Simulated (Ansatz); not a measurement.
**AgI (F-43m), phonons: input and output**

Level of theory: PBEsol, PAW on Ansatz 0.2.0's default frozen-core files (fitted under PBE), scalar-relativistic.

The cell is the relaxed one with its volume scaled by 1.015.

Command:

```sh
ansatz run input.yaml --threads 1 --pin off --max-ram 3072MiB --backend cpu --events-out ev --progress --plain --runs-dir out
```

input.yaml:

```yaml
crystal:
  lattice:
    - [0.0, 3.24109051475, 3.24109051475]
    - [3.24109051475, 0.0, 3.24109051475]
    - [3.24109051475, 3.24109051475, 0.0]
  atoms:
    - { symbol: Ag, position: [0.0, 0.0, 0.0] }
    - { symbol: I, position: [0.75, 0.75, 0.75] }
kpoints:
  mp_grid: { grid: [6, 6, 6] }
scf:
  occupations: { method: fixed }
hamiltonian:
  xc: pbesol
  pseudopotentials: { kind: paw }
phonons:
  qmesh: [2, 2, 2]
  qpath:
    path:
      - [0.0, 0.0, 0.0]
      - [-0.5, -0.5, 0.0]
      - [-0.375, -0.375, 0.25]
      - [-0.375, 0.0, 0.375]
      - [0.0, 0.0, 0.0]
      - [0.0, 0.0, 0.5]
      - [-0.5, -0.25, 0.25]
      - [-0.5, -0.5, 0.0]
    npoints: 6
  temperatures: { t_min: 0, t_max: 1000, t_step: 100 }
```

Output (shortened where marked):

```
Warning: phonons: the dynamical matrix that this run interpolates holds no multipole term above the dipole-dipole one, and a site of this crystal is no centre of inversion, so its interpolated transverse optical and acoustic branches and sound speeds can stay off near Gamma, and the density of states and the thermodynamics with them. What a run solves at a wave vector of phonons.qpoints, Gamma apart, where the deck ...
Warning: RAYON_NUM_THREADS=1 ignored (pool sized by the plan → 1); use --threads N
Engine: ansatz 0.2.0, aarch64-unknown-linux-gnu
Pseudopotentials: kind: paw
Pseudopotential: Ag, paw, valence charge 19, recommended cutoff 420 eV (normal), Ag.paw.azcp
Pseudopotential: I, paw, valence charge 17, recommended cutoff 420 eV (normal), I.paw.azcp
Functional definition: PBEsol
  exchange = pbesol_x
  correlation = pbesol_c
Crystal: 4 atoms, lattice volume = 136.186 Å³
Basis set: ecut = 420 eV, 2701 PW (Γ), FFT grids on a1, a2, −a1+a2+a3, exchange–correlation on 64×64×90 points (8 copies of the dense FFT grid, shifted against one another)
Bands: 44, of which v1, the nominal top of the filled ones, is band 36 counted from 1 (35 counted from 0)
Symmetry: 16 space group operations
k-points: 20 of 108 (time reversal used)
Non-local potential: Ag, projectors of the file, l = 0: 3, l = 1: 2, l = 2: 2, l = 3: 1
Non-local potential: I, projectors of the file, l = 0: 2, l = 1: 2, l = 2: 2, l = 3: 2
PAW form: soft (Blöchl's): semilocal exchange-correlation on the pseudo side does not see the compensation charge
PAW frozen core: Ag, regenerated for the run's functional, and the local potential with it (the file was generated under x = pbe(κ = 0.804, μ = 0.2195149727645171), c = pbe(β = 0.06672455060314922))
PAW frozen core: I, regenerated for the run's functional, and the local potential with it (the file was generated under x = pbe(κ = 0.804, μ = 0.2195149727645171), c = pbe(β = 0.06672455060314922))
PAW one-centre angular grid: Ag, 590 points (default); XC on 64 Gauss nodes
PAW one-centre angular grid: I, 590 points (default); XC on 64 Gauss nodes
Initial density: handed on by an earlier stage of this run
Initial wavefunctions: those handed on with the density
Functional: x = pbesol(κ = 0.804, μ = 0.12345679012345678), c = pbesol(β = 0.046)
SCF iter   1: F=—  HF=-29909.834182 eV  |F-HF|=—  |Δ(HF+E_count)|=         —  Δρ=1.36e-7  dr2=1.85e-11  ethr=1.00e-12  ⟨swp⟩=3.0  Hψ=2338  notcnv=0
preconditioner: auto → Resta (q_TF=auto, 2.453 Å⁻¹)  ε∞=5.0  [insulator: Δε(μ)=1.198 eV  Ē_g=9.588 eV  n_scr=36 (ndim 8)  ℏωp=19.1 eV  f_vac=0.214  ε∞_Penn≈5.0]
SCF iter   2: F=-29909.834182 eV  HF=-29909.834182 eV  |F-HF|=0.00e0  |Δ(HF+E_count)|=  3.64e-12  Δρ=3.32e-8  dr2=1.36e-12  ethr=1.00e-12  ⟨swp⟩=4.0  Hψ=2704  notcnv=0
SCF 1 converged in 2 iterations: F = -29909.834182 eV  dr2 = 1.36e-12
  greatest PAW one-centre occupation: 1.001 electrons in one spin orbital (limit 2), on the Ag atom at site 2 (counted from 0), in its partial waves of l = 0
Crystal: 2 atoms, lattice volume = 68.093 Å³
Basis set: ecut = 420 eV, 1363 PW (Γ), exchange–correlation on 64×64×64 points (8 copies of the dense FFT grid, shifted against one another)
[... 106 lines left out ...]
Internal energy: -29909.834182 eV  (E = F + TS)
E sigma→0 (E₀):  -29909.834182 eV
Fermi energy:    6.764211 eV
--- Per-component energies (eV) ---
  E_band       = -1563.538354
  E_kinetic    = 1434.153949
  E_local      = -10998.312522  (includes V_loc(G=0)·N_el)
  E_nonlocal   = -6.909597
  E_hartree    = 5196.870762
  E_xc         = -618.080995
  E_vxc        = -720.806018  (∫ρ·V_xc dr)
  E_paw        = -17148.030923  (= ΣΔE_a)
  E_vpaw       = -1665.406367  (= ΣTr[D̂ρ^β])
  E_aug_tail   = 0.000632  (compensation charges beyond the density's cutoff)
  E_ewald      = -7770.995250
  E_core_change = 1.469762  (= ΣΔE_core)
  E_smearing   = -0.000000  (= −TS)
  E_closure    = 0.000000  (closes the sum)
  Σ components = -29909.834182   (vs F -29909.834182, Δ=0.00e0)
--- Forces (eV/Å), atoms counted from 1 ---
  atom   1  Ag    -0.00000000    -0.00000000     0.00000000
  atom   2  I      0.00000000    -0.00000000    -0.00000000
  atom   3  Ag    -0.00000000    -0.00000000     0.00000000
  atom   4  I      0.00000000    -0.00000000    -0.00000000
  max |Σ_I F_I| component: 1.65e-17 eV/Å
--- Phonons: 7 displaced members + 2 references (amplitude of the first 0.0025 Å, Σ member SCF iterations 44) ---
  ASR residual: 5.974e-4 → 0.000e0 eV/Å²; symmetrization residual: 3.444e-5 eV/Å²
  largest component of a force at the reference: 1.6e-17 eV/Å
  ASR residual per site (eV/Å²): 5.97e-4 4.52e-5
  Γ frequencies (cm⁻¹): 0.00 0.00 0.00 102.48 102.48 102.48
  Unit cell's response to a homogeneous field: 3 representative field directions (Σ response iterations 18)
  ε∞ (high-frequency dielectric tensor):
        5.526967     0.000000    -0.000000
        0.000000     5.526967     0.000000
       -0.000000     0.000000     5.526967
  ε⁰ (static dielectric tensor): not given — the deck does not say what the cell's rigid motions are, and on a molecule in a box or a wire the rigid rotations would enter the sum over the modes at Γ. For a crystal or a slab, ...
  Born effective charges Z* (e; rows j = field, columns β = displacement):
    site 0:
         1.22535    0.00000   -0.00000
         0.00000    1.22535    0.00000
        -0.00000    0.00000    1.22535
    site 1:
        -1.22535   -0.00000    0.00000
        -0.00000   -1.22535   -0.00000
         0.00000   -0.00000   -1.22535
  Z* charge neutrality: 6.543e-4 e pre-enforcement
  solved inside a basis spanned on the 6×6×6 k-mesh, on 8×8×8 k-points transformed towards the longest dipole: ε∞ is read to err by 1.5e-2, Z* by 2.0e-2 e; Z* is corrected for what the basis lacks
  optical modes at Γ without the LO–TO term, one row a degenerate level:
      ω (cm⁻¹)  modes    IR ((D/Å)²/amu)
        102.48      3             1.7823
  optical modes at Γ + LO–TO along q̂ = [1.0000, 0.0000, 0.0000]:
      ω (cm⁻¹)  modes    IR ((D/Å)²/amu)
        102.48      2             1.1882
        117.77      1             0.5941
  optical modes at Γ + LO–TO along q̂ = [0.0000, 1.0000, 0.0000]:
      ω (cm⁻¹)  modes    IR ((D/Å)²/amu)
        102.48      2             1.1882
        117.77      1             0.5941
  optical modes at Γ + LO–TO along q̂ = [0.0000, 0.0000, 1.0000]:
      ω (cm⁻¹)  modes    IR ((D/Å)²/amu)
        102.48      2             1.1882
        117.77      1             0.5941
--- Phonons (by wavevector): 3 wavevectors in 2 supercells ---
  supercell 1 (2 cells, vectors [1, 0, 0], [0, 1, -1], [0, 0, 2] in multiples of the cell's): 3 displaced members by 0.0025 Å; free energy -29909.834182 eV; taken off its force constants: by the sum rule 6.0e-4, by the ...
  symmetry images taken by strict's conditions (phonons.symmetry_images: auto; settled by no image being taken that strict refuses)
  supercell 2 (2 cells, vectors [1, 0, 0], [0, 1, 0], [0, 0, 2] in multiples of the cell's): 4 displaced members by 0.0025 Å; free energy -29909.834182 eV; taken off its force constants: by the sum rule 7.7e-5, by the ...
  symmetry images taken by strict's conditions (phonons.symmetry_images: auto; settled by no image being taken that strict refuses)
  q = [0.0000, 0.0000, 0.0000] (star 1, supercell 1; hermiticity 5.70e-17, symmetrization 2.96e-6): -0.00 -0.00 0.00 102.48 102.48 102.48
  q = [0.0000, 0.0000, -0.5000] (star 4, supercell 2; hermiticity 1.32e-16, symmetrization 5.61e-16): 21.56 21.56 76.92 109.67 109.67 119.23
  q = [0.0000, -0.5000, -0.5000] (star 3, supercell 1; hermiticity 1.03e-16, symmetrization 4.56e-16): 27.60 27.60 89.74 108.99 117.45 117.45
  joined force constants: q→R imaginary residual 4.50e-17
  density of states and harmonic sums: on the 18×18×18 q-mesh, interpolated from the force constants of a 2×2×2 supercell (with the dipole–dipole term)
  largest difference from the sums on the solved wave vectors: F 8.51e-2 eV, S 1.17e-4 and C_V 3.23e-5 eV/K
```

Self-consistency was reached.

**Phonons on the q mesh**

Harmonic phonons of a crystal by Kohn-Sham DFT at the given cell, standard atomic masses, acoustic sum rule imposed; negative wavenumbers are unstable modes; one row a degenerate set, branches counted upwards.

* Unstable phonons: no

| point | q a (r.l.u.) | q b (r.l.u.) | q c (r.l.u.) | branch | phonon wavenumber (cm⁻¹) | degeneracy |
| --- | --- | --- | --- | --- | --- | --- |
| Gamma | 0 | 0 | 0 | 4 | 102.5 | 3 |
| L | 0.5 | 0 | 0 | 1 | 21.6 | 2 |
| L | 0.5 | 0 | 0 | 3 | 76.9 | 1 |
| L | 0.5 | 0 | 0 | 4 | 109.7 | 2 |
| L | 0.5 | 0 | 0 | 6 | 119.2 | 1 |
| X | 0.5 | 0.5 | 0 | 1 | 27.6 | 2 |
| X | 0.5 | 0.5 | 0 | 3 | 89.7 | 1 |
| X | 0.5 | 0.5 | 0 | 4 | 109 | 1 |
| X | 0.5 | 0.5 | 0 | 5 | 117.4 | 2 |

**Harmonic thermodynamics**

Sums over wave vectors interpolated from the q mesh.

* Zero point energy: 14.48 meV/atom

```csv
temperature (K),phonon heat capacity (k_B/atom),phonon entropy (k_B/atom),phonon free energy (meV/atom)
100,2.651,3.388,-0.11
200,2.905,5.331,-38.51
300,2.957,6.521,-89.91
400,2.975,7.374,-149.9
500,2.984,8.039,-216.5
600,2.989,8.584,-288.2
700,2.992,9.045,-364.2
800,2.994,9.445,-443.9
900,2.995,9.797,-526.8
1000,2.996,10.11,-612.6
```

**Field response**

Linear response of an insulating crystal by Kohn-Sham DFT to a field and to zone-centre displacements, local fields included; Born charges neutralised; LO modes for wave vectors along x and z; Cartesian axes as in the input.

```json
{
 "Dielectric electronic (x, y, z)": "5.527, 5.527, 5.527",
 "Highest phonon with field along x": "117.8 cm⁻¹",
 "Highest phonon with field along z": "117.8 cm⁻¹",
 "Highest phonon without field": "102.5 cm⁻¹"
}
```

```
atom  born charge xx (e)  born charge yy (e)  born charge zz (e)
 Ag1               1.225               1.225               1.225
  I2              -1.225              -1.225              -1.225
```

Known limits: frozen-core PAW files fitted under PBE, their cores solved anew for the functional of the run; cell scaled away from its relaxed volume; a very soft zone-boundary mode, near an instability or sensitive to the mesh; no LO-TO term at the zone centre; coarse q mesh.

Time and hardware: 3.3 min on 1 thread of Arm Neoverse V2, with other jobs on the host, peak memory 0.62 GiB.
